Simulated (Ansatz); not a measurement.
A (001) slab of TiAl₃ (I4/mmm (No. 139)), 5 planes, outer planes TiAl (top) and TiAl (bottom), with 10 atoms (Ti3Al7) in a surface cell of A = 14.623 Å², as cut from the bulk:

```
CELL_PARAMETERS angstrom
3.82400 0.00000 0.00000
0.00000 3.82400 0.00000
0.00000 0.00000 23.56383
ATOMIC_POSITIONS crystal
Ti 0.50000 0.50000 0.31828
Al 0.00000 0.00000 0.31828
Al 0.00000 0.50000 0.40914
Al 0.50000 0.00000 0.40914
Ti 0.00000 0.00000 0.50000
Al 0.50000 0.50000 0.50000
Al 0.50000 0.00000 0.59086
Al 0.00000 0.50000 0.59086
Ti 0.50000 0.50000 0.68172
Al 0.00000 0.00000 0.68172
```

Theory: DFT r2SCAN, scalar-relativistic, plane waves, PAW in Ansatz 0.2.0. Plane waves to 500 eV, a k mesh through Γ of 9×9×1 on the computed 10-atom cell and Gaussian smearing (0.10 eV); no spin polarisation. The cell repeats along c with a dipole correction in the vacuum.

The relaxed slab holds 2.33 formula units of TiAl3 and 0.67 further Ti. Against those formula units in the bulk and the further Ti in its standard state it lies 3.548 eV higher. The formation energy of TiAl3 from the standard states is -1.737 eV a formula unit (uncorrected, no zero-point or thermal terms).

(1) Over what range can the chemical potential of Ti vary, and what is the surface energy at both ends?

(2) How does its energy depend on growth conditions?

Spin polarisation was left out, and a magnetic state may lie lower.

Answers

(1) In contact with the bulk, μ(Ti) + 3μ(Al) is fixed. With Δμ counted from the standard states, Δμ(Ti) ≤ 0 keeps elemental Ti from forming, and Δμ(Al) ≤ 0 requires Δμ(Ti) ≥ ΔH = -1.737 eV. Other compounds of Ti and Al can narrow this range. Then γ, the mean of both faces, = [3.548 eV − 0.67·Δμ(Ti)]/(2A). At the Ti-rich end (Δμ = 0): 3.548/(2 × 14.623) × 16.02 = 1.94 J/m². At the Ti-poor end: (3.548 + 1.158)/(2 × 14.623) × 16.02 = 2.58 J/m².

(2) It carries an excess of Ti, so its energy falls by 0.37 J/m² for each eV that μ(Ti) rises: Ti-rich conditions lower it; whether it appears depends on the other terminations.